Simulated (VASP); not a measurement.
A run of VASP 6.6.1:

File POSCAR:

```
TiTe
1.0
    0.0000000000      3.0500668100      3.0500668100
    3.0500668100      0.0000000000      3.0500668100
    3.0500668100      3.0500668100      0.0000000000
Ti Te
1 1
Direct
    0.5000000000      0.5000000000      0.5000000000
    0.0000000000      0.0000000000      0.0000000000
```

Contents of INCAR.step1:

```
SYSTEM = TiTe
ALGO = Fast
EDIFF = 1E-7
ENCUT = 520
GGA = PS
ISIF = 2
ISMEAR = -1
LASPH = .TRUE.
LCHARG = .TRUE.
LMAXMIX = 4
LREAL = .FALSE.
LWAVE = .FALSE.
NBANDS = 16
NELM = 60
PREC = Accurate
SIGMA = 0.05
```

KPOINTS.step1

```
k-points
0
G
  8 8 8
  0 0 0
```

INCAR.step2

```
SYSTEM = TiTe
ALGO = Fast
EDIFF = 1E-7
ENCUT = 520
GGA = PS
ICHARG = 11
ISIF = 2
ISMEAR = 0
LASPH = .TRUE.
LCHARG = .FALSE.
LMAXMIX = 4
LREAL = .FALSE.
LWAVE = .FALSE.
NBANDS = 16
NELM = 60
PREC = Accurate
SIGMA = 0.05
```

KPOINTS.step2

```
path GXWKGLUWLK,UX
10
line-mode
reciprocal
 0.0000000000  0.0000000000  0.0000000000  G
 0.5000000000  0.0000000000  0.5000000000  X

 0.5000000000  0.0000000000  0.5000000000  X
 0.5000000000  0.2500000000  0.7500000000  W

 0.5000000000  0.2500000000  0.7500000000  W
 0.3750000000  0.3750000000  0.7500000000  K

 0.3750000000  0.3750000000  0.7500000000  K
 0.0000000000  0.0000000000  0.0000000000  G

 0.0000000000  0.0000000000  0.0000000000  G
 0.5000000000  0.5000000000  0.5000000000  L

 0.5000000000  0.5000000000  0.5000000000  L
 0.6250000000  0.2500000000  0.6250000000  U

 0.6250000000  0.2500000000  0.6250000000  U
 0.5000000000  0.2500000000  0.7500000000  W

 0.5000000000  0.2500000000  0.7500000000  W
 0.5000000000  0.5000000000  0.5000000000  L

 0.5000000000  0.5000000000  0.5000000000  L
 0.3750000000  0.3750000000  0.7500000000  K

 0.6250000000  0.2500000000  0.6250000000  U
 0.5000000000  0.0000000000  0.5000000000  X
```

Potentials or basis: VASP PAW PBE potentials, release 64 (Ti_sv, Te).

Command:

```bash
$ cat potpaw_PBE.64/Ti_sv/POTCAR potpaw_PBE.64/Te/POTCAR > POTCAR
$ cp INCAR.step1 INCAR
$ cp KPOINTS.step1 KPOINTS
$ mpirun -np 1 vasp_std > vasp.out
$ cp INCAR.step2 INCAR
$ cp KPOINTS.step2 KPOINTS
$ mpirun -np 1 vasp_std > vasp.out
```

Hardware: 1 thread of Intel(R) Xeon(R) 6975P-C (Granite Rapids), on a shared host.

How long does it take, and how much memory?

Run time: 54 s on 1 thread of Intel(R) Xeon(R) 6975P-C (Granite Rapids), with other jobs on the host, peak memory 0.23 GiB. Counts: scf iterations 17, k points 100.
